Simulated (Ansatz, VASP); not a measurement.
## SnS2 in VASP and in Ansatz

```
Sn S
1.0
     3.66907    0.00000    0.00000
    -1.83453    3.17750    0.00000
     0.00000    0.00000    5.80953
Sn S
1 2
Cartesian
  0.0000 0.0000 0.0000
  0.0000 2.1183 1.4779
  1.8345 1.0592 4.3316
```

Alike in both runs: functional PBE; dispersion D3(BJ); k mesh 9 × 9 × 6; occupations gaussian, width 0.02 eV; no spin polarisation.

Ansatz relaxed the structure, and its values are those at the end. VASP's run is a single point on that final structure, the one shown.

|  | VASP | Ansatz |
| --- | --- | --- |
| version | VASP 6.6.1 | Ansatz 0.2.0 |
| potentials or method | VASP PAW PBE potentials, release 64 (Sn_d, S) | scalar-relativistic, plane waves, PAW |
| plane-wave cutoff (eV) | 520 | 420 |
| valence electrons in the cell | 26 | 26 |

Ansatz gave:

- gap on the k mesh at the Fermi level (eV): 1.24
- least direct gap on the mesh (eV): 1.71
- pressure (GPa): 0.0

Problem. What did VASP give for the same quantities?

Solution. gap on the k mesh at the Fermi level (eV): 1.25; least direct gap on the mesh (eV): 1.74; pressure (GPa): -0.1.

The functional is the same, so the differences come from potentials, cutoffs and numerics.

Caveats: spin-orbit coupling is left out, which moves the levels of the heavy elements; an odd mesh through Γ misses points on the zone boundary, where band edges often lie.
